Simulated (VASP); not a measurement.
# Si, surface energy: which settings are enough?

Si, slab, 12 atoms in the cell. RPBE; PAW potentials Si (PBE set). VASP 6.6.1.

Wanted: surface energy, atoms not relaxed within 0.02 J/m²; face levels within 0.04 eV.

Crystal: Si, Fd-3m; Face: (1 0 0); Starting cell: bulk cell relaxed first with the same functional.

Face levels: vacuum level at each face, counted from the Fermi level.

The series start from vacuum (Å): 12; k spacing (1/Å): 0.35; Smearing SIGMA (eV): 0.05; Cutoff ENCUT (eV): 320; SCF threshold EDIFF (eV): 1e-6; PREC: Accurate; LREAL: .FALSE.; ALGO: Normal; atomic planes: 6. Each series keeps the choices made before it, and each single choice may use up half of a tolerance. Times cover all steps of a run.

## Vacuum (Å)

| Vacuum (Å) | Surface energy, atoms not relaxed (J/m²) | Face levels, largest deviation (eV) | Time (s) |
|---|---|---|---|
| 5 | 1.959 | 0.107 | 8.6 |
| 7 | 1.978 | 0.006 | 10 |
| 9 | 1.980 | 0.035 | 12 |
| 12 | 1.980 | 0.000 | 14 |
| 15 | 1.981 | 0.000 | 17 |
| 20 (reference) | 1.981 | 0.000 | 19 |

Chosen: 12, the loosest value from which every tighter one stays within half of the tolerance.

## k spacing (1/Å)

| k spacing (1/Å) | Surface energy, atoms not relaxed (J/m²) | Face levels, largest deviation (eV) | Time (s) |
|---|---|---|---|
| 0.8 | 1.964 | 0.125 | 6.0 |
| 0.6 | 1.964 | 0.125 | 6.2 |
| 0.45 | 1.992 | 0.044 | 7.1 |
| 0.35 | 1.980 | 0.021 | 14 |
| 0.25 | 1.989 | 0.000 | 17 |
| 0.2 (reference) | 1.988 | 0.000 | 21 |

Chosen: 0.25.

## Smearing SIGMA (eV)

| Smearing SIGMA (eV) | Surface energy, atoms not relaxed (J/m²) | Face levels, largest deviation (eV) | Time (s) |
|---|---|---|---|
| 0.2 | 1.986 | 0.018 | 15 |
| 0.1 | 1.988 | 0.012 | 15 |
| 0.05 | 1.989 | 0.008 | 17 |
| 0.02 (reference) | 1.990 | 0.000 | 15 |

Chosen: 0.2.

## Cutoff ENCUT (eV)

| Cutoff ENCUT (eV) | Surface energy, atoms not relaxed (J/m²) | Face levels, largest deviation (eV) | Time (s) |
|---|---|---|---|
| 200 | 1.977 | 0.002 | 8.4 |
| 240 | 1.982 | 0.001 | 10 |
| 280 | 1.985 | 0.001 | 15 |
| 320 | 1.986 | 0.001 | 15 |
| 370 | 1.987 | 0.000 | 16 |
| 440 (reference) | 1.987 | 0.000 | 27 |

Chosen: 240.

## SCF threshold EDIFF (eV)

| SCF threshold EDIFF (eV) | Surface energy, atoms not relaxed (J/m²) | Face levels, largest deviation (eV) | Time (s) |
|---|---|---|---|
| 0.001 | 1.982 | 0.110 | 6.8 |
| 0.0001 | 1.982 | 0.024 | 7.4 |
| 1e-5 | 1.982 | 0.000 | 10 |
| 1e-6 | 1.982 | 0.000 | 10 |
| 1e-7 (reference) | 1.982 | 0.000 | 12 |

Chosen: 1e-5.

## PREC

| PREC | Surface energy, atoms not relaxed (J/m²) | Face levels, largest deviation (eV) | Time (s) |
|---|---|---|---|
| Accurate | 1.982 | 0.000 | 10 |
| Normal | 1.982 | 0.000 | 5.8 |

Chosen: Normal, the fastest of those that stay within half of the tolerance.

## LREAL

| LREAL | Surface energy, atoms not relaxed (J/m²) | Face levels, largest deviation (eV) | Time (s) |
|---|---|---|---|
| .FALSE. | 1.982 | 0.000 | 5.8 |
| Auto | 1.981 | 0.000 | 6.0 |

Chosen: .FALSE.; no other choice that stays within half of the tolerance saves 30 % of the time.

## ALGO

| ALGO | Surface energy, atoms not relaxed (J/m²) | Face levels, largest deviation (eV) | Time (s) |
|---|---|---|---|
| Normal | 1.982 | 0.000 | 5.8 |
| Fast | 1.982 | 0.001 | 5.4 |
| All | 1.982 | 0.002 | 5.8 |

Chosen: Normal.

## Atomic planes

| Atomic planes | Surface energy, atoms not relaxed (J/m²) | Face levels, largest deviation (eV) | Time (s) |
|---|---|---|---|
| 4 | 1.857 | 0.123 | 4.8 |
| 6 | 1.982 | 0.082 | 5.8 |
| 8 | 2.026 | 0.002 | 7.1 |
| 10 | 2.032 | 0.012 | 9.0 |
| 12 | 2.037 | 0.003 | 11 |
| 16 (reference) | 2.040 | 0.000 | 15 |

Chosen: 10.

## All choices together

| Input | Surface energy, atoms not relaxed (J/m²) | Face levels, largest deviation (eV) | Time (s) |
|---|---|---|---|
| program defaults, thin vacuum, coarse mesh (naive) | 1.979 | 0.060 | 2.7 |
| chosen settings | 2.036 | 0.020 | 10 |
| reference settings throughout | 2.054 | 0.000 | 220 |

The tolerance is met.

Values of the reference run: Face levels: 5.394, 5.394 eV.

2 cheaper combinations failed this check first and made the worst setting one step tighter.

## The input

INCAR.step1:
```
PREC     = Normal         # precision mode
ENCUT    = 240            # plane-wave cutoff, eV
EDIFF    = 1E-5           # SCF threshold, eV
ISMEAR   = 0              # smearing method
SIGMA    = 0.1            # smearing width, eV
LREAL    = False          # projectors in reciprocal space
LASPH    = True           # aspherical terms in the spheres
ALGO     = Normal         # electronic algorithm
NELM     = 120            # most SCF steps
LWAVE    = False          # write WAVECAR
LCHARG   = False          # write CHGCAR
GGA      = RP             # functional
KPAR     = 8             
```

INCAR.step2, as INCAR.step1 but for:
```
+ LVHAR = True
+ LVACPOTAV = True
+ LDIPOL = True
+ IDIPOL = 3
+ DIPOL = 0.5 0.5 0.5
```

KPOINTS.step1:
```
Automatic mesh
0
Gamma
  7 7 20
  0 0 0
```

KPOINTS.step2:
```
Automatic mesh
0
Gamma
  7 7 1
  0 0 0
```

POSCAR.step1:
```
Si
1.0
    3.8867405345      0.0000000000      0.0000000000
    0.0000000000      3.8867405345      0.0000000000
    1.9433702673      1.9433702673      2.7483405887
Si
2
Direct
    0.0000000000      0.0000000000      0.0000000000
    0.2500000000      0.7500000000      0.5000000000
```

POSCAR.step2:
```
Si
1.0
    3.8867405345      0.0000000000      0.0000000000
    0.0000000000      3.8867405345      0.0000000000
    0.0000000000      0.0000000000     27.1158732379
Si
12
Direct
    0.3750000000      0.3750000000      0.2719503159
    0.3750000000      0.8750000000      0.2212726084
    0.8750000000      0.8750000000      0.3733057311
    0.8750000000      0.3750000000      0.3226280235
    0.3750000000      0.3750000000      0.4746611462
    0.3750000000      0.8750000000      0.4239834386
    0.8750000000      0.8750000000      0.5760165614
    0.8750000000      0.3750000000      0.5253388538
    0.3750000001      0.3750000001      0.6773719765
    0.3750000001      0.8750000001      0.6266942689
    0.8750000001      0.8750000001      0.7787273916
    0.8750000001      0.3750000001      0.7280496841
```

Commands (each step's output is kept before the next begins):
```
cat potpaw_PBE.64/Si/POTCAR > POTCAR
cp INCAR.step1 INCAR
cp KPOINTS.step1 KPOINTS
cp POSCAR.step1 POSCAR
mpirun -np 8 vasp_std > vasp.out
rm WAVECAR CHG
cp INCAR.step2 INCAR
cp KPOINTS.step2 KPOINTS
cp POSCAR.step2 POSCAR
mpirun -np 8 vasp_std > vasp.out
```

Limits: The atoms keep their starting positions, so the number serves for convergence, not as the relaxed result.

The chosen input took VASP 6.6.1 10 s on 8 cores (Intel Xeon Platinum 8375C @ 2.90GHz (Ice Lake)), a shared host.

## An input that fails: LDIPOL without a direction

It runs to its end, but against the unchanged starting input it is off by 15.558 J/m² in the surface energy, atoms not relaxed, 5.413 eV in the face levels.

Changes against the starting input:
```
(step 2)
- IDIPOL = 3
```
